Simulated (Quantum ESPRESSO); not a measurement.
# MgB2 (P6/mmm) in Quantum ESPRESSO: reference runs, part 2 of 2

Quantum ESPRESSO 7.5. Earlier steps stand in the parts before.

## 3. Single point, PBE (atoms moved at random, drawn with an rms of 0.05 Å)

Contents of pw.in:

```
&CONTROL
  calculation = 'scf'
  prefix = 'pwscf'
  outdir = './tmp'
  pseudo_dir = './pseudo'
  tprnfor = .true.
  tstress = .true.
  disk_io = 'nowf'
/
&SYSTEM
  ibrav = 0
  nat = 3
  ntyp = 2
  ecutwfc = 55
  ecutrho = 440
  nbnd = 9
  occupations = 'smearing'
  smearing = 'fd'
  degauss = 0.00367493
/
&ELECTRONS
  conv_thr = 6d-10
  electron_maxstep = 120
  mixing_beta = 0.5
/
ATOMIC_SPECIES
Mg    24.3050 Mg.pbe-n-kjpaw_psl.0.3.0.UPF
B     10.8100 b_pbe_v1.4.uspp.F.UPF
CELL_PARAMETERS angstrom
   3.0850000000    0.0000000000    0.0000000000
  -1.5425000000    2.6716883707    0.0000000000
   0.0000000000    0.0000000000    3.5230000000
ATOMIC_POSITIONS crystal
Mg     0.0195880000   -0.0064130000   -0.0098050000
B      0.6644080000    0.3216100000    0.4917100000
B      0.3363740000    0.6663920000    0.5092550000
K_POINTS automatic
10 10 8 0 0 0
```

Potentials or basis: SSSP 1.3 efficiency PBE.

The run is started by

```console
OMP_NUM_THREADS=1 pw.x -in pw.in > pw.out
```

It took 48 s on 1 thread of Arm Neoverse V2, shared host; peak memory 0.13 GiB.

The run converged. Its results:

| Property | Result |
| --- | --- |
| Free energy | -631.7341 eV |
| Pressure | -1.1 GPa |
| Largest force | 0.739 eV/Å |
| Band gap on the k mesh | none (metal or under the smearing width) |

Forces in eV/Å, atoms in the order of the input:
```
Mg  -0.284  0.006  0.238
B    0.135  0.145  0.470
B    0.149 -0.152 -0.708
```

Stress tensor (GPa, compression positive):
```
-1.65 -0.01 -0.30
-0.01 -0.84  0.10
-0.30  0.10 -0.88
```

Levels at points of the mesh, in eV from the Fermi level:
```csv
k point,band 1,band 2,band 3,band 4,band 5,band 6,band 7,band 8,band 9
"(0.00, 0.00, 0.00)",-12.46,-2.97,0.13,0.51,1.58,6.02,6.48,8.03,9.93
"(0.00, 0.00, -0.50)",-11.17,-7.48,0.49,0.89,6.34,6.84,7.85,9.73,9.98
"(0.00, -0.50, 0.00)",-8.53,-7.94,-2.14,0.27,2.82,3.88,5.31,6.96,12.60
"(0.00, -0.50, -0.50)",-7.55,-7.04,-3.54,-1.85,-1.45,5.69,8.58,8.97,13.02
"(0.50, -0.50, 0.00)",-8.59,-7.82,-2.25,0.12,3.08,3.82,5.30,7.04,12.42
"(-0.50, 0.00, 0.00)",-8.59,-7.83,-2.24,0.12,3.07,3.83,5.31,7.04,12.43
"(0.50, -0.50, -0.50)",-7.62,-6.90,-3.64,-1.95,-1.29,5.63,8.58,8.84,12.96
"(-0.50, 0.00, -0.50)",-7.61,-6.91,-3.63,-1.95,-1.30,5.63,8.58,8.85,12.96
```

## 4. Single point, PBE, 9.10 Å³/atom

Contents of pw.in:

```
&CONTROL
  calculation = 'scf'
  prefix = 'pwscf'
  outdir = './tmp'
  pseudo_dir = './pseudo'
  tprnfor = .true.
  tstress = .true.
  disk_io = 'nowf'
/
&SYSTEM
  ibrav = 0
  nat = 3
  ntyp = 2
  ecutwfc = 55
  ecutrho = 440
  nbnd = 9
  occupations = 'smearing'
  smearing = 'fd'
  degauss = 0.00367493
/
&ELECTRONS
  conv_thr = 6d-10
  electron_maxstep = 120
  mixing_beta = 0.5
/
ATOMIC_SPECIES
Mg    24.3050 Mg.pbe-n-kjpaw_psl.0.3.0.UPF
B     10.8100 b_pbe_v1.4.uspp.F.UPF
CELL_PARAMETERS angstrom
   3.0220231454    0.0000000000    0.0000000000
  -1.5110115727    2.6171488148    0.0000000000
   0.0000000000    0.0000000000    3.4510818610
ATOMIC_POSITIONS crystal
Mg     0.0000000000    0.0000000000    0.0000000000
B      0.6666666667    0.3333333333    0.5000000000
B      0.3333333333    0.6666666667    0.5000000000
K_POINTS automatic
10 10 8 0 0 0
```

The run is started by

```console
OMP_NUM_THREADS=1 pw.x -in pw.in > pw.out
```

Run time: 9.2 s. Hardware: 1 thread of Arm Neoverse V2, shared host; peak memory 0.07 GiB.

It converged, with:

* Free energy: -631.7279 eV
* Pressure: 8.9 GPa
* Band gap on the k mesh: none (metal or under the smearing width)

## 5. Single point, PBE, 9.29 Å³/atom

pw.in: that of step 4 with these lines changed.

```diff
@@ -29,5 +29,5 @@
 CELL_PARAMETERS angstrom
-   3.0220231454    0.0000000000    0.0000000000
-  -1.5110115727    2.6171488148    0.0000000000
-   0.0000000000    0.0000000000    3.4510818610
+   3.0433056997    0.0000000000    0.0000000000
+  -1.5216528499    2.6355800475    0.0000000000
+   0.0000000000    0.0000000000    3.4753860551
 ATOMIC_POSITIONS crystal
```

The run is started by

```console
OMP_NUM_THREADS=1 pw.x -in pw.in > pw.out
```

Wall time 9.3 s (1 thread of Arm Neoverse V2, shared host); peak memory 0.07 GiB.

It converged, with:

```
Free energy            : -631.7535 eV
Pressure               : 5.1 GPa
Band gap on the k mesh : none (metal or under the smearing width)
```

## 6. Single point, PBE, 9.49 Å³/atom

pw.in: that of step 5 with these lines changed.

```diff
@@ -29,5 +29,5 @@
 CELL_PARAMETERS angstrom
-   3.0433056997    0.0000000000    0.0000000000
-  -1.5216528499    2.6355800475    0.0000000000
-   0.0000000000    0.0000000000    3.4753860551
+   3.0642946782    0.0000000000    0.0000000000
+  -1.5321473391    2.6537570360    0.0000000000
+   0.0000000000    0.0000000000    3.4993549923
 ATOMIC_POSITIONS crystal
```

Potentials or basis: SSSP 1.3 efficiency PBE.

The run is started by

```console
OMP_NUM_THREADS=1 pw.x -in pw.in > pw.out
```

Run time: 9.5 s. Hardware: 1 thread of Arm Neoverse V2, shared host; peak memory 0.07 GiB.

Results (log left out):

```yaml
Free_energy: -631.7661 eV
Pressure: 1.7 GPa
Band_gap_on_the_k_mesh: none (metal or under the smearing width)
```

## 7. Single point, PBE, 9.68 Å³/atom

pw.in: that of step 6 with these lines changed.

```diff
@@ -29,5 +29,5 @@
 CELL_PARAMETERS angstrom
-   3.0642946782    0.0000000000    0.0000000000
-  -1.5321473391    2.6537570360    0.0000000000
-   0.0000000000    0.0000000000    3.4993549923
+   3.0850000000    0.0000000000    0.0000000000
+  -1.5425000000    2.6716883707    0.0000000000
+   0.0000000000    0.0000000000    3.5230000000
 ATOMIC_POSITIONS crystal
```

The run is started by

```console
OMP_NUM_THREADS=1 pw.x -in pw.in > pw.out
```

Wall time 9.6 s (1 thread of Arm Neoverse V2, shared host); peak memory 0.07 GiB.

Results (log left out):

* Free energy: -631.7669 eV
* Pressure: -1.4 GPa
* Band gap on the k mesh: none (metal or under the smearing width)

## 8. Single point, PBE, 9.87 Å³/atom

pw.in: that of step 7 with these lines changed.

```diff
@@ -29,5 +29,5 @@
 CELL_PARAMETERS angstrom
-   3.0850000000    0.0000000000    0.0000000000
-  -1.5425000000    2.6716883707    0.0000000000
-   0.0000000000    0.0000000000    3.5230000000
+   3.1054310590    0.0000000000    0.0000000000
+  -1.5527155295    2.6893821868    0.0000000000
+   0.0000000000    0.0000000000    3.5463318058
 ATOMIC_POSITIONS crystal
```

The run is started by

```console
OMP_NUM_THREADS=1 pw.x -in pw.in > pw.out
```

Wall time 9.5 s (1 thread of Arm Neoverse V2, shared host); peak memory 0.07 GiB.

Results (log left out):

```
Free energy            : -631.7569 eV
Pressure               : -4.2 GPa
Band gap on the k mesh : none (metal or under the smearing width)
```

## 9. Single point, PBE, 10.07 Å³/atom

pw.in: that of step 8 with these lines changed.

```diff
@@ -29,5 +29,5 @@
 CELL_PARAMETERS angstrom
-   3.1054310590    0.0000000000    0.0000000000
-  -1.5527155295    2.6893821868    0.0000000000
-   0.0000000000    0.0000000000    3.5463318058
+   3.1255967608    0.0000000000    0.0000000000
+  -1.5627983804    2.7068461969    0.0000000000
+   0.0000000000    0.0000000000    3.5693605797
 ATOMIC_POSITIONS crystal
```

Potentials or basis: SSSP 1.3 efficiency PBE.

The run is started by

```console
OMP_NUM_THREADS=1 pw.x -in pw.in > pw.out
```

It took 9.6 s on 1 thread of Arm Neoverse V2, shared host; peak memory 0.07 GiB.

The run converged. Its results:

- Free energy: -631.7371 eV
- Pressure: -6.8 GPa
- Band gap on the k mesh: none (metal or under the smearing width)

## 10. Single point, PBE, 10.26 Å³/atom

pw.in: that of step 9 with these lines changed.

```diff
@@ -29,5 +29,5 @@
 CELL_PARAMETERS angstrom
-   3.1255967608    0.0000000000    0.0000000000
-  -1.5627983804    2.7068461969    0.0000000000
-   0.0000000000    0.0000000000    3.5693605797
+   3.1455055572    0.0000000000    0.0000000000
+  -1.5727527786    2.7240877203    0.0000000000
+   0.0000000000    0.0000000000    3.5920959734
 ATOMIC_POSITIONS crystal
```

The run is started by

```console
OMP_NUM_THREADS=1 pw.x -in pw.in > pw.out
```

Run time: 11 s. Hardware: 1 thread of Arm Neoverse V2, shared host; peak memory 0.07 GiB.

Results (log left out):

```
Free energy            : -631.7083 eV
Pressure               : -9.2 GPa
Band gap on the k mesh : none (metal or under the smearing width)
```

## 11. Equation of state, PBE

Potentials or basis: SSSP 1.3 efficiency PBE.

No new run: the results of the series are fitted here.

What came out:

```
Equilibrium volume                        : 9.60 Å³/atom
Bulk modulus at fixed shape and positions : 153 GPa
Pressure derivative of the bulk modulus   : 3.6
```

Energy against volume, from the lowest point:
```tsv
volume (Å³/atom)	energy (meV/atom)
9.098	13.01
9.292	4.47
9.485	0.26
9.679	0.00
9.873	3.33
10.066	9.93
10.260	19.52
```

Caveat: the cell was scaled at fixed shape and fractional positions, which overstates the stiffness of a crystal with free parameters, most of all of layers and chains.

## 12. Overview

| task | cell | gap on the mesh (eV) | pressure (GPa) |
| --- | --- | --- | --- |
| single point | as given | none | -1.4 |
| single point | atoms moved at random, drawn with an rms of 0.05 Å | none | -1.1 |
| equation of state | as given | - | - |

Alike in all rows: level PBE; potentials or basis SSSP 1.3 efficiency PBE; no spin polarisation; k mesh 10 × 10 × 8; cutoff (eV) 748; smearing fermi-dirac 0.05 eV.

Caveats: the cell was scaled at fixed shape and fractional positions, which overstates the stiffness of a crystal with free parameters, most of all of layers and chains (some runs).

Absolute energies hang on the potentials; compare differences alone.
